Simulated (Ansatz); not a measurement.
**C₃H₅O₂−: basis-set convergence**

How large a basis does C₃H₅O₂− need? Two functionals are run in growing sets.

Program: Ansatz 0.2.0, Gaussian basis. Level of theory: one geometry, several basis sets. These are calculated values, not measurements.

Plan: PBE0-D4/def2-SVPD; ωB97M-V/def2-SVPD; PBE0-D4/def2-QZVPPD; ωB97M-V/def2-QZVPPD; the functionals' def2-TZVPPD values are taken from earlier runs.

### Step 1. Structure used throughout

An earlier PBE0-D4 in a triple-zeta def2 set relaxation fixed the geometry.

SMILES `CCC(=O)[O-]`, 10 atoms, charge -1, spin multiplicity 1.

Atoms are counted from 1 here; the program's logs count them from 0.

Bond lengths: C1–C2 1.517 Å, C1–H6 1.093 Å, C1–H7 1.093 Å, C1–H8 1.098 Å, C2–C3 1.555 Å, C2–H9 1.096 Å, C2–H10 1.096 Å, C3–O4 1.249 Å, C3–O5 1.249 Å. Angles: C2–C1–H6 110.6°, C2–C1–H7 110.6°, C2–C1–H8 112.0°, H6–C1–H7 106.3°, H6–C1–H8 108.5°, H7–C1–H8 108.6°, C1–C2–C3 115.2°, C1–C2–H9 110.8°, C1–C2–H10 110.8°, C3–C2–H9 107.1°, C3–C2–H10 107.0°, H9–C2–H10 105.5°, C2–C3–O4 116.6°, C2–C3–O5 114.6°, O4–C3–O5 128.8°.

### Step 2. PBE0-D4 in def2-SVPD

The input, in.yaml:

```yaml
crystal:
  periodic: [false, false, false]
  atoms:
    - {symbol: C, position_ang: [-0.807863, -0.797432, 0.360285]}
    - {symbol: C, position_ang: [0.392585, 0.129083, 0.403229]}
    - {symbol: C, position_ang: [0.660926, 0.925740, -0.905162]}
    - {symbol: O, position_ang: [-0.123476, 0.720427, -1.855111]}
    - {symbol: O, position_ang: [1.646635, 1.691460, -0.854499]}
    - {symbol: H, position_ang: [-1.720010, -0.236437, 0.142881]}
    - {symbol: H, position_ang: [-0.699419, -1.530727, -0.442447]}
    - {symbol: H, position_ang: [-0.946135, -1.334651, 1.308203]}
    - {symbol: H, position_ang: [0.289300, 0.863109, 1.211130]}
    - {symbol: H, position_ang: [1.307457, -0.430562, 0.631489]}
basis:
  gaussian: {orbitals: def2-SVPD}
total_charge: -1
hamiltonian: {xc: pbe0, dispersion: d4}
output: {orbitals: {seedname: orbitals}}
```

Command:

```
$ ansatz run in.yaml --threads 2 --pin off --events-out ev --progress --plain --max-ram 22528MiB --backend cpu
```

After this run come: ωB97M-V in def2-SVPD; PBE0-D4 in def2-QZVPPD; ωB97M-V in def2-QZVPPD.

**Question.** What will the summary of the whole plan be? Wanted: PBE0-D4: double and triple zeta above quadruple; ωB97M-V: double and triple zeta above quadruple.

**Answer**, as computed:

| quantity | value |
| --- | --- |
| PBE0-D4: double and triple zeta above quadruple | 8.15, 0.36 eV |
| ωB97M-V: double and triple zeta above quadruple | 8.36, 0.34 eV |

PBE0-D4 gains 7.79 eV from double to triple zeta, then 0.36 eV more. These are total energies; as a rule much of such shifts cancels in differences, which this series doesn't test. The LUMO of ωB97M-V is positive and keeps falling with the basis (5.30 to 3.92 eV): an unbound level that the basis holds in place.
